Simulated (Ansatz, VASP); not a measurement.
GaSb: VASP beside Ansatz

File INCAR:

```
SYSTEM = GaSb
  ALGO = Normal
  EDIFF = 1E-6
  ENCUT = 520
  GGA = PE
  ISIF = 2
  ISMEAR = -5
  LASPH = .TRUE.
  LCHARG = .TRUE.
  LELF = .TRUE.
  LREAL = .FALSE.
  LVHAR = .TRUE.
  LWAVE = .FALSE.
  NBANDS = 16
  NELM = 100
  PREC = Accurate
  SIGMA = 0.1
```

KPOINTS

```
k-points
0
G
  5 5 5
  0 0 0
```

The input POSCAR:

```
GaSb
1.0
    0.0000000000      3.0457610000      3.0457610000
    3.0457610000      0.0000000000      3.0457610000
    3.0457610000      3.0457610000      0.0000000000
Ga Sb
1 1
Direct
    0.0000000000      0.0000000000      0.0000000000
    0.2500000000      0.2500000000      0.2500000000
```

Input for Ansatz:

```yaml
crystal:
  lattice:
    - [0.0, 3.045761, 3.045761]
    - [3.045761, 0.0, 3.045761]
    - [3.045761, 3.045761, 0.0]
  atoms:
    - { symbol: Ga, position: [0.0, 0.0, 0.0] }
    - { symbol: Sb, position: [0.25, 0.25, 0.25] }
  symmetry: { tolerance: 0.0003 }
kpoints:
  mp_grid: { grid: [5, 5, 5], shift: [0, 0, 0] }
magnetization:
  spin_polarized: false
scf:
  occupations: { method: tetrahedron_uncorrected }
hamiltonian:
  pseudopotentials: { kind: paw }
  xc: pbe
basis:
  ecutwfc: 420
output:
  forces: true
  stress: true
  eigenvalues: true
accuracy: medium
```

Alike in both runs: task single point; functional PBE; k mesh 5 × 5 × 5; no spin polarisation.

|  | VASP | Ansatz |
| --- | --- | --- |
| version | VASP 6.6.1 | Ansatz 0.2.0 |
| potentials or method | VASP PAW PBE potentials, release 64 (Ga_d, Sb) | PAW plane waves |
| plane-wave cutoff (eV) | 520 | 420 |
| occupations | tetrahedron | tetrahedron-uncorrected |
| valence electrons in the cell | 18 | 28 |

```csv
,VASP,Ansatz,Ansatz less VASP
gap on the k mesh at the Fermi level (eV),0.13,0.12,-0.003
pressure (GPa),3.1,3.1,-0.08
```

The two sets of potentials don't hold the same shells in valence. Ansatz warned: «band_table_not_solved_further».

Caveats: spin-orbit coupling is left out, which moves the levels of the heavy elements; an odd mesh through Γ misses points on the zone boundary, where band edges often lie.
